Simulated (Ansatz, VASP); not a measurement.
## BeTe in VASP and in Ansatz

```
Be Te
1.0
     0.00000    2.83431    2.83431
     2.83431    0.00000    2.83431
     2.83431    2.83431    0.00000
Be Te
1 1
Direct
  0.00000 0.00000 0.00000
  0.75000 0.75000 0.75000
```

Alike in both runs: task relaxation of cell and atoms; functional PBE; k mesh 8 × 8 × 8; occupations gaussian, width 0.02 eV; no spin polarisation.

|  | VASP | Ansatz |
| --- | --- | --- |
| version | VASP 6.6.1 | Ansatz 0.2.0 |
| potentials or method | VASP PAW PBE potentials, release 64 (Be, Te) | scalar-relativistic, plane waves, PAW |
| plane-wave cutoff (eV) | 600 | 420 |
| valence electrons in the cell | 8 | 18 |

Ansatz gave:

- gap on the k mesh at the Fermi level, each at its own relaxed structure (eV): 2.03
- relaxed volume (Å³/atom): 22.71
- relaxed cell length with the largest relative difference (Å): 4.005

Q: Which values does VASP return?

A: gap on the k mesh at the Fermi level, each at its own relaxed structure (eV): 2.02; relaxed volume (Å³/atom): 22.77; relaxed cell length with the largest relative difference (Å): 4.008.

The two sets of potentials don't hold the same shells in valence.

Caveats: the relaxation stopped at its first step, so nothing moved; spin-orbit coupling is left out, which moves the levels of the heavy elements. A k mesh can miss the band edges.
